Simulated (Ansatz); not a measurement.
Wanted: the native input for an Ansatz 0.2.0 run.

- Task: phonons
- Functional: LDA
- Potentials or basis: Ansatz PAW
- Cutoff: 420 eV (not typed: the program's choice for these potentials)
- k mesh: 7 × 7 × 7
- Occupations: fermi-dirac, width 0.05 eV
- Spin: no spin polarisation

AlCu:

```
Cu Al
1.0
     2.99751    0.00000    0.00000
     0.00000    2.99751    0.00000
     0.00000    0.00000    2.99751
Cu Al
1 1
Direct
  0.50000 0.50000 0.50000
  0.00000 0.00000 0.00000
```

The cell comes from a database or a generator and needn't be the stable form of this composition.

One way to write it, as run:

input.yaml

```yaml
crystal:
  lattice:
    - [2.997509, 0.0, 0.0]
    - [0.0, 2.997509, 0.0]
    - [0.0, 0.0, 2.997509]
  atoms:
    - { symbol: Cu, position: [0.5, 0.5, 0.5] }
    - { symbol: Al, position: [0.0, 0.0, 0.0] }
hamiltonian:
  xc: lda
  pseudopotentials: { kind: paw }
kpoints:
  mp_grid: { grid: [7, 7, 7] }
scf:
  occupations: { method: fermi_dirac, width: 0.05 }
phonons:
  method: dfpt
```

Potentials or basis: Ansatz PAW.

The run is started by

```console
$ ansatz run input.yaml --threads 2 --pin off --max-ram 5632MiB --backend cpu --events-out ev --progress --plain --runs-dir out
```

Results of the run:

The band gap on the k mesh is none (metal or under the smearing width). The highest phonon frequency at Γ is 215 cm⁻¹.

Wall time 13 s on 2 threads of AMD EPYC (Zen 3) (shared host), peak memory 0.38 GiB.
